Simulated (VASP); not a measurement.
# HfB2 (P6/mmm) in VASP: further runs

One crystal, HfB2, is run at these levels: LDA, PBEsol; tasks: single point.

Program: VASP 6.6.1. These are calculated values, not measurements. Logs are shortened: lines on timing, memory, paths and dates and some standing lists are left out, and cuts for length are marked.

**1. Starting point**

The structure is hexagonal, space group P6/mmm (No. 191). Conventional cell: a = 3.140 Å, b = 3.140 Å, c = 3.480 Å, α = 90.00°, β = 90.00°, γ = 120.00°. Around Hf (site symmetry 6/mmm) lie 12 B at 2.51 Å. Around B (site symmetry -6m2) lie 3 B at 1.81 Å.

**2. Single point, LDA**

Contents of INCAR:

```
ALGO = Normal
EDIFF = 1E-6
ENCUT = 520
GGA = CA
ISIF = 2
ISMEAR = -1
ISYM = 0
LASPH = T
LCHARG = F
LREAL = F
LWAVE = F
NBANDS = 15
NELM = 80
PREC = Accurate
SIGMA = 0.2
```

Contents of KPOINTS:

```
Automatic mesh
0
Gamma
  7 7 5
  0.5 0.5 0.5
```

Contents of POSCAR:

```
HfB2
1.0
    3.1400000000      0.0000000000      0.0000000000
   -1.5700000000      2.7193200000      0.0000000000
    0.0000000000      0.0000000000      3.4800000000
Hf B
1 2
Direct
    0.0000000000      0.0000000000      0.0000000000
    0.3333333333      0.6666666667      0.5000000000
    0.6666666667      0.3333333333      0.5000000000
```

Potentials or basis: VASP PAW LDA potentials, release 64 (Hf_pv, B).

Started as:

```
cat potpaw_LDA.64/Hf_pv/POTCAR potpaw_LDA.64/B/POTCAR > POTCAR
mpirun -np 1 vasp_std > vasp.out
```

OUTCAR:

```text
EDIFF = 1E-6
   ENCUT = 520
   GGA = CA
   ISIF = 2
   ISMEAR = -1
   ISYM = 0
   LASPH = T
   LREAL = F
   NELM = 80
   PREC = Accurate

 ion  position               nearest neighbor table
   1  0.000  0.000  0.000-   2 2.51   3 2.51   2 2.51   3 2.51   3 2.51   3 2.51   2 2.51   2 2.51
                             3 2.51   3 2.51   2 2.51   2 2.51
   2  0.333  0.667  0.500-   3 1.81   3 1.81   3 1.81   1 2.51   1 2.51   1 2.51   1 2.51   1 2.51
                             1 2.51
   3  0.667  0.333  0.500-   2 1.81   2 1.81   2 1.81   1 2.51   1 2.51   1 2.51   1 2.51   1 2.51
                             1 2.51

IMPORTANT INFORMATION: All symmetrisations will be switched off!
NOSYMM: (Re-)initialisation of all symmetry stuff for point group C_1.

----------------------------------------------------------------------------------------

                                     Primitive cell

  volume of cell :      29.7146

  direct lattice vectors                    reciprocal lattice vectors
     3.140000000  0.000000000  0.000000000     0.318471338  0.183869497  0.000000000
    -1.570000000  2.719320000  0.000000000     0.000000000  0.367738994  0.000000000
     0.000000000  0.000000000  3.480000000     0.000000000  0.000000000  0.287356322

  length of vectors
     3.140000000  3.140000201  3.480000000     0.367739017  0.367738994  0.287356322

  position of ions in fractional coordinates (direct lattice)
     0.000000000  0.000000000  0.000000000
     0.333333333  0.666666667  0.500000000
     0.666666667  0.333333333  0.500000000

  ion indices of the primitive-cell ions
   primitive index   ion index
                 1           1
                 2           2
                 3           3

----------------------------------------------------------------------------------------

 KPOINTS: Automatic mesh

Automatic generation of k-mesh.
 Grid dimensions read from file:
 generate k-points for:    7    7    5

 Generating k-lattice:

  Cartesian coordinates                     Fractional coordinates (reciprocal lattice)
     0.045495905  0.026267071  0.000000000     0.142857143  0.000000000  0.000000000
     0.000000000  0.052534142  0.000000000     0.000000000  0.142857143  0.000000000
     0.000000000  0.000000000  0.057471264     0.000000000  0.000000000  0.200000000

  Length of vectors
     0.052534145  0.052534142  0.057471264

  Shift w.r.t. Gamma in fractional coordinates (k-lattice)
     0.500000000  0.500000000  0.500000000

 Subroutine IBZKPT returns following result:
 ===========================================

 Found    369 irreducible k-points:

 Following reciprocal coordinates:
            Coordinates               Weight
  0.071429  0.071429  0.100000      2.000000
 -0.071429  0.142857  0.100000      2.000000
 -0.142857  0.071429  0.100000      2.000000
 -0.071429 -0.071429  0.100000      2.000000
  0.071429 -0.142857  0.100000      2.000000
  0.142857 -0.071429  0.100000      2.000000
[... 16 lines left out ...]
  0.071429 -0.428571  0.100000      2.000000
  0.428571 -0.357143  0.100000      2.000000
 [... further k-points ...]
   k-points           NKPTS =    369   k-points in BZ     NKDIM =    369   number of bands    NBANDS=     15
   number of dos      NEDOS =    301   number of ions     NIONS =      3
   total plane-waves  NPLWV =  16128
   dimension x,y,z NGX =    24 NGY =   24 NGZ =   28
   dimension x,y,z NGXF=    48 NGYF=   48 NGZF=   56
   ions per type =               1   2
   NGX,Y,Z   is equivalent  to a cutoff of  12.71, 12.71, 13.38 a.u.
   NGXF,Y,Z  is equivalent  to a cutoff of  25.41, 25.41, 26.75 a.u.
 SYSTEM =  unknown system
   PREC   = accura    normal or accurate (medium, high low for compatibility)
   ISTART =      0    job   : 0-new  1-cont  2-samecut
   ICHARG =      2    charge: 1-file 2-atom 10-const
   ISPIN  =      1    spin polarized calculation?
   LNONCOLLINEAR =      F non collinear calculations
   LSORBIT =      F    spin-orbit coupling
   LASPH  =      T    aspherical Exc in radial PAW
   ENCUT  =  520.0 eV  38.22 Ry    6.18 a.u.   5.84  5.84  6.47*2*pi/ulx,y,z
   NELM   =     80;   NELMIN=  2; NELMDL= -5     # of ELM steps
   EDIFF  = 0.1E-05   stopping-criterion for ELM
   LREAL  =      F    real-space projection
   EDIFFG = 0.1E-04   stopping-criterion for IOM
   NSW    =      0    number of steps for IOM
   IBRION =     -1    ionic relax: 0-MD 1-quasi-New 2-CG
   NFREE  =      0    steps in history (QN), initial steepest desc. (CG)
   ISIF   =      2    stress and relaxation
   ISYM   =      0    0-nonsym 1-usesym 2-fastsym
   POTIM  = 0.5000    time-step for ionic-motion
   TEBEG  =    0.0;   TEEND  =   0.0 temperature during run
   PSTRESS=    0.0 pullay stress
   NELECT =      16.0000    total number of electrons
   NUPDOWN=      -1.0000    fix difference up-down
   EMIN   =  10.00;   EMAX   =-10.00  energy-range for DOS
   EFERMI =   0.00;   METHOD = LEGACY
   ISMEAR =    -1;   SIGMA  =   0.20  broadening in eV -4-tet -1-fermi 0-gaus
   EFERMI_NEDOS =   21; number of points for ismear=-14 and -15
   IALGO  =     38    algorithm
   IMIX   =      4    mixing-type and parameters
     AMIX     =   0.40;   BMIX     =  1.00
     AMIX_MAG =   1.60;   BMIX_MAG =  1.00
  volume/ion in A,a.u.               =       9.90        66.84
  Fermi-wavevector in a.u.,A,eV,Ry     =   1.331860  2.516850 24.134692  1.773850
  Thomas-Fermi vector in A             =   2.460838
   LORBIT       =      0    0 simple, 1 ext, 2 COOP (PROOUT), +10 PAW based schemes
   GGA     = CA    functional components
   LHFCALC =     F    Hartree Fock is set to
   AEXX    =    0.0000 exact exchange contribution
   IVDW    =     0    specifies the selected vdW correction
   LEPSILON=     F    determine dielectric tensor
   LRPA    =     F    only Hartree local field effects (RPA)
 non-spin polarized calculation
  energy-cutoff  :      520.00
  volume of cell :       29.71
 maximum number of plane-waves:       811
   NGX = 11   NGY = 11   NGZ = 13

 number of electron      15.9999998 magnetization

 Free energy of the ion-electron system (eV)
  ---------------------------------------------------
  ext. energy  EPLUGINS =         0.00000000
  ---------------------------------------------------
  free energy    TOTEN  =       -28.93756083 eV

  energy without entropy =      -28.89478850  energy(sigma->0) =      -28.91617467

 E-fermi :   7.7436     XC(G=0): -12.7220

 val. band max:        7.5769303966   @ k =   0.2143  -0.4286   0.1000
 cond. band min:       7.8179134404   @ k =   0.1429  -0.0714   0.3000
 fundamental gap:      0.2409830438
 Fermi energy:         7.7436418564

 k-point     1 :       0.0714    0.0714    0.1000
  band No.  band energies     occupation
      1     -22.8407      2.00000
      2     -22.4301      2.00000
      3     -22.3415      2.00000
      4      -5.4313      2.00000
      5       3.6597      2.00000
      6       4.0286      2.00000
      7       4.7348      2.00000
      8       5.9237      1.99978
      9       9.8099      0.00007
     10      10.6000      0.00000
     11      11.8537      0.00000
     12      12.4693      0.00000
     13      13.7947      0.00000
     14      14.0279      0.00000
     15      14.1780      0.00000

 k-point     2 :      -0.0714    0.1429    0.1000
  band No.  band energies     occupation
      1     -22.8407      2.00000
      2     -22.4301      2.00000
      3     -22.3415      2.00000
      4      -5.4313      2.00000
      5       3.6597      2.00000
      6       4.0286      2.00000
      7       4.7348      2.00000
      8       5.9237      1.99978
      9       9.8099      0.00007
     10      10.6000      0.00000
     11      11.8537      0.00000
     12      12.4693      0.00000
     13      13.7947      0.00000
     14      14.0279      0.00000
     15      14.1780      0.00000

 k-point     3 :      -0.1429    0.0714    0.1000
  band No.  band energies     occupation
      1     -22.8407      2.00000
      2     -22.4301      2.00000
      3     -22.3415      2.00000
      4      -5.4313      2.00000
      5       3.6597      2.00000
      6       4.0286      2.00000
      7       4.7348      2.00000
      8       5.9237      1.99978
      9       9.8099      0.00007
     10      10.6000      0.00000
     11      11.8537      0.00000
     12      12.4693      0.00000
     13      13.7947      0.00000
     14      14.0279      0.00000
     15      14.1780      0.00000

 k-point     4 :      -0.0714   -0.0714    0.1000
  band No.  band energies     occupation
      1     -22.8407      2.00000
      2     -22.4301      2.00000
      3     -22.3415      2.00000
      4      -5.4313      2.00000
      5       3.6597      2.00000
      6       4.0286      2.00000
      7       4.7348      2.00000
      8       5.9237      1.99978
      9       9.8099      0.00007
     10      10.6000      0.00000
     11      11.8537      0.00000
     12      12.4693      0.00000
     13      13.7947      0.00000
     14      14.0279      0.00000
     15      14.1780      0.00000
[... 307 lines left out ...]
 k-point    22 :      -0.3571   -0.0714    0.1000
  band No.  band energies     occupation
      1     -22.9994      2.00000
      2     -22.7339      2.00000
      3     -22.4972      2.00000
      4      -2.9424      2.00000
      5       0.0019      2.00000
      6       3.5288      2.00000
      7       3.8597      2.00000
      8       5.4925      1.99997
      9       9.0609      0.00275
     10      11.3177      0.00000
     11      11.5007      0.00000
     12      13.3648      0.00000
     13      14.5597      0.00000
     14      16.3787      0.00000
     15      18.1901      0.00000

 k-point    23 :       0.0714   -0.4286    0.1000
  band No.  band energies     occupation
      1     -22.9994      2.00000
      2     -22.7339      2.00000
      3     -22.4972      2.00000
      4      -2.9424      2.00000
      5       0.0019      2.00000
      6       3.5288      2.00000
      7       3.8597      2.00000
      8       5.4925      1.99997
      9       9.0609      0.00275
     10      11.3177      0.00000
     11      11.5007      0.00000
     12      13.3648      0.00000
     13      14.5597      0.00000
     14      16.3787      0.00000
     15      18.1901      0.00000

 k-point    24 :       0.4286   -0.3571    0.1000
  band No.  band energies     occupation
      1     -22.9994      2.00000
      2     -22.7339      2.00000
      3     -22.4972      2.00000
      4      -2.9424      2.00000
      5       0.0019      2.00000
      6       3.5288      2.00000
      7       3.8597      2.00000
      8       5.4925      1.99997
      9       9.0609      0.00275
     10      11.3177      0.00000
     11      11.5007      0.00000
     12      13.3648      0.00000
     13      14.5597      0.00000
     14      16.3787      0.00000
     15      18.1901      0.00000

 [... further k-points ...]

------------------------ aborting loop because EDIFF is reached ----------------------------------------

  FORCE on cell =-STRESS in cart. coord.  units (eV):
  Direction    XX          YY          ZZ          XY          YZ          ZX
  --------------------------------------------------------------------------------------
  -------------------------------------------------------------------------------------
  Total       -1.7122416     -1.7122488     -1.9078126      0.0000009     -0.0000006     -0.0000004
  in kB      -92.3222603    -92.3226486   -102.8672387      0.0000480     -0.0000297     -0.0000221
  external PRESSURE =     -95.8373825 kB  Pullay stress =       0.0000000 kB

 VOLUME and BASIS-vectors are now :
 -----------------------------------------------------------------------------
  energy-cutoff  :      520.00
  volume of cell :       29.71
      direct lattice vectors                 reciprocal lattice vectors
     3.140000000  0.000000000  0.000000000     0.318471338  0.183869497  0.000000000
    -1.570000000  2.719320000  0.000000000     0.000000000  0.367738994  0.000000000
     0.000000000  0.000000000  3.480000000     0.000000000  0.000000000  0.287356322

 POSITION                                       TOTAL-FORCE (eV/Angst)
 -----------------------------------------------------------------------------------
      0.00000      0.00000      0.00000         0.000000     -0.000000     -0.000000
     -0.00000      1.81288      1.74000         0.000000     -0.000000      0.000000
      1.57000      0.90644      1.74000        -0.000000      0.000000      0.000000
 -----------------------------------------------------------------------------------
    total drift:                               -0.000000      0.000000      0.000000

  FREE ENERGIE OF THE ION-ELECTRON SYSTEM (eV)
  ---------------------------------------------------
  free  energy   TOTEN  =       -28.9375608325 eV

  energy  without entropy=      -28.8947885007  energy(sigma->0) =      -28.91617467
```

It took 65 s on 1 thread of Intel Xeon Platinum 8488C (Sapphire Rapids), shared host; peak memory 0.26 GiB.

Results:

```yaml
Free_energy: -28.9376 eV
Pressure: -9.6 GPa
Band_gap_on_the_k_mesh: none (metal or under the smearing width)
```

Caveat: the k mesh is coarse (spacing up to 0.36 Å⁻¹), so the values aren't converged. The run has no spin-orbit coupling, so splittings on Hf are missing.

**3. Single point, PBEsol**

Contents of INCAR:

```
SYSTEM = HfB2
  PREC = Accurate
  ENCUT = 520
  EDIFF = 1E-6
  ISMEAR = -1
  SIGMA = 0.2
  LREAL = .FALSE.
  LASPH = .TRUE.
  NELM = 80
  ALGO = Normal
  ISIF = 2
  LWAVE = .FALSE.
  LCHARG = .FALSE.
  GGA = PS
  NBANDS = 15
  ISYM = 0
```

KPOINTS is that of step 2.

POSCAR is that of step 2.

Potentials or basis: VASP PAW PBE potentials, release 64 (Hf_pv, B).

Started as:

```
cat potpaw_PBE.64/Hf_pv/POTCAR potpaw_PBE.64/B/POTCAR > POTCAR
mpirun -np 1 vasp_std > vasp.out
```

OUTCAR:

```text
SYSTEM = HfB2
   PREC = Accurate
   ENCUT = 520
   EDIFF = 1E-6
   ISMEAR = -1
   LREAL = .FALSE.
   LASPH = .TRUE.
   NELM = 80
   ISIF = 2
   GGA = PS
   ISYM = 0

 ion  position               nearest neighbor table
   1  0.000  0.000  0.000-   2 2.51   3 2.51   2 2.51   3 2.51   3 2.51   3 2.51   2 2.51   2 2.51
                             3 2.51   3 2.51   2 2.51   2 2.51
   2  0.333  0.667  0.500-   3 1.81   3 1.81   3 1.81   1 2.51   1 2.51   1 2.51   1 2.51   1 2.51
                             1 2.51
   3  0.667  0.333  0.500-   2 1.81   2 1.81   2 1.81   1 2.51   1 2.51   1 2.51   1 2.51   1 2.51
                             1 2.51

[... 592 lines left out ...]
  --------------------------------------------------------------------------------------
  -------------------------------------------------------------------------------------
  Total       -0.6764794     -0.6764884     -1.0567306      0.0000005      0.0000002     -0.0000000
  in kB      -36.4750549    -36.4755392    -56.9777972      0.0000245      0.0000087     -0.0000006
  external PRESSURE =     -43.3094638 kB  Pullay stress =       0.0000000 kB

 VOLUME and BASIS-vectors are now :
 -----------------------------------------------------------------------------
  energy-cutoff  :      520.00
  volume of cell :       29.71
      direct lattice vectors                 reciprocal lattice vectors
     3.140000000  0.000000000  0.000000000     0.318471338  0.183869497  0.000000000
    -1.570000000  2.719320000  0.000000000     0.000000000  0.367738994  0.000000000
     0.000000000  0.000000000  3.480000000     0.000000000  0.000000000  0.287356322

 POSITION                                       TOTAL-FORCE (eV/Angst)
 -----------------------------------------------------------------------------------
      0.00000      0.00000      0.00000         0.000000     -0.000000     -0.000000
     -0.00000      1.81288      1.74000         0.000000     -0.000000      0.000000
      1.57000      0.90644      1.74000        -0.000000      0.000000      0.000000
 -----------------------------------------------------------------------------------
    total drift:                               -0.000000     -0.000000      0.000000

  FREE ENERGIE OF THE ION-ELECTRON SYSTEM (eV)
  ---------------------------------------------------
  free  energy   TOTEN  =       -27.8757592020 eV

  energy  without entropy=      -27.8332568363  energy(sigma->0) =      -27.85450802
```

OSZICAR:

```text
N       E                     dE             d eps       ncg     rms          rms(c)
DAV:   1     0.272927024234E+02    0.27293E+02   -0.80176E+03 11070   0.101E+03
DAV:   2    -0.285713233119E+02   -0.55864E+02   -0.52336E+02 14740   0.220E+02
DAV:   3    -0.300848395529E+02   -0.15135E+01   -0.15071E+01 14388   0.266E+01
DAV:   4    -0.300910891716E+02   -0.62496E-02   -0.62482E-02 13212   0.209E+00
DAV:   5    -0.300911262084E+02   -0.37037E-04   -0.37033E-04 14535   0.143E-01    0.534E+01
DAV:   6    -0.279894455118E+02    0.21017E+01   -0.25600E+00 13464   0.115E+01    0.388E+01
DAV:   7    -0.279423167447E+02    0.47129E-01   -0.89701E-01 14038   0.688E+00    0.110E+01
DAV:   8    -0.278798162392E+02    0.62501E-01   -0.22877E-01 12771   0.362E+00    0.157E+00
DAV:   9    -0.278759611439E+02    0.38551E-02   -0.18769E-02 12414   0.110E+00    0.412E-01
DAV:  10    -0.278757554353E+02    0.20571E-03   -0.73401E-04 14584   0.229E-01    0.238E-01
DAV:  11    -0.278757617567E+02   -0.63214E-05   -0.60857E-05 13366   0.571E-02    0.105E-01
DAV:  12    -0.278757590890E+02    0.26677E-05   -0.44554E-06 13380   0.159E-02    0.125E-02
DAV:  13    -0.278757592020E+02   -0.11294E-06   -0.20549E-07  6522   0.376E-03
   1 F= -.27875759E+02 E0= -.27854508E+02  d E =-.425024E-01
```

It took 66 s on 1 thread of Intel Xeon Platinum 8488C (Sapphire Rapids), shared host; peak memory 0.28 GiB.

What came out:

```
Free energy            : -27.8758 eV
Pressure               : -4.3 GPa
Band gap on the k mesh : none (metal or under the smearing width)
```

Caveat: the k mesh is coarse (spacing up to 0.36 Å⁻¹), so the values aren't converged; the PAW data sets were made with another functional, which shifts forces and pressure a little. Spin-orbit coupling is left out, which matters for the levels of Hf.
